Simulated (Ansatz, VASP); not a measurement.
I in VASP and in Ansatz

```
I
1.0
    -1.61746    1.61746    4.26481
     1.61746   -1.61746    4.26481
     1.61746    1.61746   -4.26481
I
1
Direct
  0.00000 0.00000 0.00000
```

Alike in both runs: task single point; functional PBEsol; k mesh 8 × 8 × 8; occupations gaussian, width 0.1 eV; no spin polarisation.

```csv
,VASP,Ansatz
version,VASP 6.6.1,Ansatz 0.2.0
potentials or method,"VASP PAW PBE potentials, release 64 (I)","scalar-relativistic, plane waves, PAW"
plane-wave cutoff (eV),520,420
valence electrons in the cell,7,17
```

```csv
,VASP,Ansatz,Ansatz less VASP
gap on the k mesh at the Fermi level (eV),none,none,-
pressure (GPa),-1.4,-1.4,+0.01
largest component of the traceless stress (GPa),0.87,0.87,-0.002
```

A gap of «none» marks a metal or a gap that the smearing closes. The two sets of potentials don't hold the same shells in valence.

Caveats: the PAW data sets were made with another functional, which shifts forces and pressure a little (VASP); an odd number of electrons without spin polarisation forces a metal; a magnetic or distorted state may lie lower. Spin-orbit coupling is left out, which matters for the levels of I.
